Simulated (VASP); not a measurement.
A run of VASP 6.6.1:

File POSCAR:

```
PtS2
1.0
    3.5432000000      0.0000000000      0.0000000000
   -1.7716000000      3.0685012107      0.0000000000
    0.0000000000      0.0000000000      5.0388000000
Pt S
1 2
Direct
    0.0000000000      0.0000000000      0.0000000000
    0.6666666667      0.3333333333      0.7730000000
    0.3333333333      0.6666666667      0.2270000000
```

File INCAR.step1:

```
SYSTEM = PtS2
PREC = Accurate
ENCUT = 520
EDIFF = 1E-5
ISMEAR = 0
SIGMA = 0.02
LREAL = .FALSE.
LASPH = .TRUE.
NELM = 80
ALGO = Normal
ISIF = 2
LWAVE = .TRUE.
LCHARG = .FALSE.
MAGMOM = 0 0 0 0 0 0 0 0 0
LORBIT = 11
LSORBIT = .TRUE.
GGA_COMPAT = .FALSE.
LMAXMIX = 4
NBANDS = 35
GGA = PE
KPAR = 2
```

File INCAR.step2:

```
SYSTEM = PtS2
PREC = Accurate
ENCUT = 520
EDIFF = 1E-6
ISMEAR = 0
SIGMA = 0.02
LREAL = .FALSE.
LASPH = .TRUE.
NELM = 80
ALGO = Normal
ISIF = 2
LWAVE = .FALSE.
LCHARG = .FALSE.
MAGMOM = 0 0 0 0 0 0 0 0 0
LORBIT = 11
LSORBIT = .TRUE.
GGA_COMPAT = .FALSE.
LMAXMIX = 4
METAGGA = MBJ
NBANDS = 35
ISTART = 1
KPAR = 2
```

The input KPOINTS:

```
Automatic mesh
0
G
  6 6 4
  0 0 0
```

Contents of KPOINTS_OPT:

```
path GMKGALHA,LM,KH
15
line-mode
reciprocal
 0.0000000000  0.0000000000  0.0000000000  G
 0.5000000000  0.0000000000  0.0000000000  M

 0.5000000000  0.0000000000  0.0000000000  M
 0.3333333333  0.3333333333  0.0000000000  K

 0.3333333333  0.3333333333  0.0000000000  K
 0.0000000000  0.0000000000  0.0000000000  G

 0.0000000000  0.0000000000  0.0000000000  G
 0.0000000000  0.0000000000  0.5000000000  A

 0.0000000000  0.0000000000  0.5000000000  A
 0.5000000000  0.0000000000  0.5000000000  L

 0.5000000000  0.0000000000  0.5000000000  L
 0.3333333333  0.3333333333  0.5000000000  H

 0.3333333333  0.3333333333  0.5000000000  H
 0.0000000000  0.0000000000  0.5000000000  A

 0.5000000000  0.0000000000  0.5000000000  L
 0.5000000000  0.0000000000  0.0000000000  M

 0.3333333333  0.3333333333  0.0000000000  K
 0.3333333333  0.3333333333  0.5000000000  H
```

Potentials or basis: VASP PAW PBE potentials, release 64 (Pt, S).

The run is started by

```sh
$ cat potpaw_PBE.64/Pt/POTCAR potpaw_PBE.64/S/POTCAR > POTCAR
$ cp INCAR.step1 INCAR
$ mpirun -np 2 vasp_ncl > vasp.out
$ cp INCAR.step2 INCAR
$ mpirun -np 2 vasp_ncl > vasp.out
```

Hardware: 2 MPI ranks on Intel(R) Xeon(R) 6975P-C (Granite Rapids), on a shared host.

Q: How long does it take, and how much memory?

A: It took 7.2 min on 2 MPI ranks on Intel(R) Xeon(R) 6975P-C (Granite Rapids) (shared host), peak memory 0.41 GiB a rank. Counts: scf iterations 120, k points 24.
